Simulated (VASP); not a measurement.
Si:

```xyz
2
Lattice="0.0000 2.7176 2.7176 2.7176 0.0000 2.7176 2.7176 2.7176 0.0000" Properties=species:S:1:pos:R:3 pbc="T T T"
Si    2.7176    2.7176    2.7176
Si    4.0764    4.0764    4.0764
```

Base run:

| Item | Value |
| --- | --- |
| Program | VASP 6.6.1 |
| Functional | r2SCAN |
| Potentials or basis | VASP PAW PBE potentials, release 64 (Si) |
| Cutoff | 520 eV |
| k mesh | 14 × 14 × 14 |
| Occupations | gaussian, width 0.02 eV |
| Spin | no spin polarisation |

Its results: band gap on the k mesh 0.78 eV, indirect (least direct gap 2.76 eV).

Task: The run is repeated on the same cell with these changes: functional from r2SCAN to PBEsol. What comes out?

Result: Band gap on the k mesh 0.46 eV, indirect (least direct gap 2.52 eV).

r2SCAN gives the wider gap, since meta-GGAs in the generalised Kohn-Sham scheme recover part of the derivative discontinuity.

Not every run made on this cell is shown here.
